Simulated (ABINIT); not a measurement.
The system is BN.

```
N B
1.0
     2.55394    0.00000    0.00000
    -1.27697    2.21178    0.00000
     0.00000    0.00000    4.22685
N B
2 2
Direct
  0.33333 0.66667 0.12528
  0.66667 0.33333 0.62528
  0.33333 0.66667 0.49972
  0.66667 0.33333 0.99972
```

Measurements of this composition are mostly on another form, of space group No. 194.

Base run:

- Program: ABINIT 10.8.3 (patched build)
- Functional: PBEsol
- Potentials or basis: JTH PAW PBE v2.0
- Cutoff: 707 eV
- k mesh: 12 × 12 × 6
- Occupations: fermi-dirac, width 0.05 eV
- Spin: no spin polarisation

Its results: band gap on the k mesh 4.96 eV, indirect (least direct gap 8.13 eV); pressure -5.7 GPa; largest force 0.011 eV/Å.

Problem. The run is repeated on the same cell with these changes: functional from PBEsol to PBE. What comes out?

Solution. Band gap on the k mesh 5.19 eV, indirect (least direct gap 8.22 eV); pressure -0.1 GPa; largest force 0.015 eV/Å.

PBE binds less tightly than PBEsol, so the same cell stands under more pressure.

Caveats: the PAW data sets were made with another functional, which shifts forces and pressure a little (some runs).

Not every run made on this cell is shown here.
